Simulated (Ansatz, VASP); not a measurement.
One calculation of InSb, two programs

```
In Sb
1.0
     0.00000    3.25982    3.25982
     3.25982    0.00000    3.25982
     3.25982    3.25982    0.00000
In Sb
1 1
Cartesian
  0.0000 0.0000 0.0000
  4.8897 4.8897 4.8897
```

Alike in both runs: functional PBEsol; k mesh 12 × 12 × 12; occupations gaussian, width 0.1 eV; no spin polarisation.

Ansatz relaxed the structure, and its values are those at the end. VASP's run is a single point on that final structure, the one shown.

```csv
,VASP,Ansatz
version,VASP 6.6.1,Ansatz 0.2.0
potentials or method,"VASP PAW PBE potentials, release 64 (In_d, Sb)","scalar-relativistic, plane waves, PAW"
plane-wave cutoff (eV),520,420
valence electrons in the cell,18,28
```

|  | VASP | Ansatz | Ansatz less VASP |
| --- | --- | --- | --- |
| gap on the k mesh at the Fermi level (eV) | none | none | - |
| pressure (GPa) | 0.0 | 0.0 | -0.01 |

A gap of «none» marks a metal or a gap that the smearing closes. The two sets of potentials don't hold the same shells in valence. Ansatz warned: «pseudo_functional_mismatch».

Caveats: the PAW data sets were made with another functional, which shifts forces and pressure a little (VASP); this crystal is a semiconductor, whose small gap the functional closes, so the metal is an error of the method. The runs have no spin-orbit coupling, so splittings on Sb are missing.
